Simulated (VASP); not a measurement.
Write the native input for VASP 6.6.1 that does the following.

```
Task                   : relaxation of cell and atoms
Functional             : PBEsol
Potentials or basis    : VASP PAW PBE potentials, release 64 (Pb_d)
Cutoff                 : 600 eV
k mesh                 : 9 × 9 × 5
Occupations            : fermi-dirac, width 0.05 eV
Spin                   : no spin polarisation
Target pressure        : 2 GPa
Further INCAR settings : ALGO = Fast; EDIFF = 1e-07; IBRION = 2; EDIFFG = -0.01; NSW = 40; ISIF = 3
Target pressure        : 2 GPa
```

The structure of Pb lies in POSCAR:

```
Pb
1.0
    3.4800000000      0.0000000000      0.0000000000
   -1.7400000000      3.0137684052      0.0000000000
    0.0000000000      0.0000000000      5.5900000000
Pb
2
Direct
    0.6666666667      0.3333333333      0.7500000000
    0.3333333333      0.6666666667      0.2500000000
```

This isn't the form of Pb at room conditions, which is fcc.

The input as run:

INCAR

```
SYSTEM = Pb
ALGO = Fast
EDIFF = 1E-7
EDIFFG = -0.01
ENCUT = 600
GGA = PS
IBRION = 2
ISIF = 3
ISMEAR = -1
LASPH = .True.
LCHARG = .False.
LREAL = .False.
LWAVE = .False.
NELM = 100
NSW = 40
PREC = Accurate
PSTRESS = 20
SIGMA = 0.05
```

KPOINTS

```
k-points
0
Gamma
  9 9 5
  0 0 0
```

Potentials or basis: VASP PAW PBE potentials, release 64 (Pb_d).

Run with:

```sh
$ cat potpaw_PBE.64/Pb_d/POTCAR > POTCAR
$ mpirun -np 1 vasp_std > vasp.out
```

Results of the run:

| Property | Result |
| --- | --- |
| Relaxed volume | 28.73 Å³/atom |
| Relaxed cell | a = 3.392 Å, b = 3.392 Å, c = 5.765 Å, α = 90.00°, β = 90.00°, γ = 120.00° |
| Space group after relaxing (to 0.05 Å) | P6_3/mmc (No. 194) |
| Energy change on relaxing (the enthalpy is what falls) | -8.9 meV/atom |
| Ionic steps | 6 |
| Pressure after relaxing | 2.0 GPa |
| Band gap on the k mesh | none (metal or under the smearing width) |

Caveat: the cell is relaxed towards a set pressure, so the enthalpy falls and the energy may rise; the PAW data sets were made with another functional, which shifts forces and pressure a little.

Wall time 4.3 min on 1 thread of Intel(R) Xeon(R) Platinum 8375C CPU @ 2.90GHz (Ice Lake), with other jobs on the host, peak memory 0.21 GiB.
